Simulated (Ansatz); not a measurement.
# HgTe: the cost of one run

Computed with Ansatz 0.2.0 (DFT PBEsol, scalar-relativistic, plane waves, PAW, unless a step's input says otherwise).

1 further run of the same task is left out (set aside as unsound or not needed).

### 1 Starting point

Symmetry: F-43m, No. 216, cubic system. The conventional cell has a = 6.447 Å, b = 6.447 Å, c = 6.447 Å, α = 90.00°, β = 90.00°, γ = 90.00°. Hg (site symmetry -43m) has 4 Te at 2.79 Å in its first shell of neighbours. Te (site symmetry -43m) has 4 Hg at 2.79 Å in its first shell of neighbours.

Coordinates:

```
CELL_PARAMETERS angstrom
0.00000 3.22350 3.22350
3.22350 0.00000 3.22350
3.22350 3.22350 0.00000
ATOMIC_POSITIONS crystal
Hg 0.00000 0.00000 0.00000
Te 0.75000 0.75000 0.75000
```

No relaxation comes first: the listed cell is the starting point.

### 2 Zero of energy

The reference gives a free energy of -20569.8079 eV, pressure 1.31 GPa, largest force 0.000 eV/Å and gap on the mesh none (metal). It was computed beforehand with the settings of the runs below.

### 3 Next: a tetragonal deformation path

At fixed volume and fractional coordinates, lengths along (0.000, 0.000, 1.000) are scaled against those across it; ρ is that ratio over its starting value.

### 4 ρ = 0.707

The input, input.yaml:

```yaml
crystal:
  lattice:
    - [0.0, 3.6184385637, 2.5582360646]
    - [3.6184385637, 0.0, 2.5582360646]
    - [3.6184385637, 3.6184385637, 0.0]
  atoms:
    - { symbol: Hg, position: [0.0, 0.0, 0.0] }
    - { symbol: Te, position: [0.75, 0.75, 0.75] }
basis:
  ecutwfc: 420
kpoints:
  mp_grid: { grid: [14, 14, 14] }
hamiltonian:
  xc: pbesol
scf:
  occupations: { method: gaussian, width: 0.15 }
output:
  forces: true
  stress: true
  eigenvalues: true
```

Started as:

```bash
$ ansatz run input.yaml --threads 1 --pin off --max-ram 2560MiB --backend cpu --events-out ev --progress --plain --runs-dir out
```

What time and memory should one allow on 1 thread of Intel Xeon Platinum 8375C at 2.90GHz (Ice Lake), shared host?

About 29 s, with a peak of 0.66 GiB.
